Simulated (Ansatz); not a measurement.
# WC: the cost of one run

Program: Ansatz 0.2.0. Level of theory: DFT PBE, scalar-relativistic, plane waves, PAW. These are calculated values, not measurements.

**1. The starting structure**

The structure is hexagonal, space group P-6m2 (No. 187). The conventional cell has a = 2.901 Å, b = 2.901 Å, c = 2.829 Å, α = 90.00°, β = 90.00°, γ = 120.00°. Around W (site symmetry -6m2) lie 6 C at 2.19 Å. Around C (site symmetry -6m2) lie 6 W at 2.19 Å.

Coordinates:

```cif
data_structure
_symmetry_space_group_name_H-M 'P-6m2'
_symmetry_Int_Tables_number 187
_cell_length_a 2.9005
_cell_length_b 2.9005
_cell_length_c 2.8290
_cell_angle_alpha 90.000
_cell_angle_beta 90.000
_cell_angle_gamma 120.000
_cell_volume 20.61
loop_
_atom_site_label
_atom_site_type_symbol
_atom_site_symmetry_multiplicity
_atom_site_Wyckoff_symbol
_atom_site_fract_x
_atom_site_fract_y
_atom_site_fract_z
_atom_site_occupancy
W1 W 1 a 0.00000 0.00000 0.00000 1
C1 C 1 f 0.66667 0.33333 0.50000 1
```

No relaxation comes first: the listed cell is the starting point.

**2. Zero of energy**

The reference gives a free energy of -10636.0493 eV, pressure 8.45 GPa, largest force 0.000 eV/Å and gap on the mesh none (metal). It was computed beforehand with the settings of the runs below.

**3. Next: an energy map of one atom**

Atom 2 (C) is moved by p along (1.000, 0.000, 0.000) and q along (0.000, 0.000, 1.000) (Å), all else fixed; its images in the other cells move with it. Points alike by symmetry are run once.

**4. Point p = -0.300, q = -0.300**

input.yaml reads:

```yaml
crystal:
  lattice:
    - [2.900501436, 0.0, 0.0]
    - [-1.450250718, 2.5119079273, 0.0]
    - [0.0, 0.0, 2.829]
  atoms:
    - { symbol: W, position: [0.0, 0.0, 0.0] }
    - { symbol: C, position: [0.5632362748, 0.3333333333, 0.3939554613] }
basis:
  ecutwfc: 420
kpoints:
  mp_grid: { grid: [18, 18, 16] }
hamiltonian:
  xc: pbe
scf:
  occupations: { method: gaussian, width: 0.15 }
output:
  forces: true
  stress: true
  eigenvalues: true
```

Launch:

```bash
$ ansatz run input.yaml --threads 1 --pin off --max-ram 2560MiB --backend cpu --events-out ev --progress --plain --runs-dir out
```

**Question.** How long does this run take on 1 thread of AMD EPYC 9R45 (Zen 5), shared host, and how much memory does it need?

About 20 s, with a peak of 1.2 GiB.
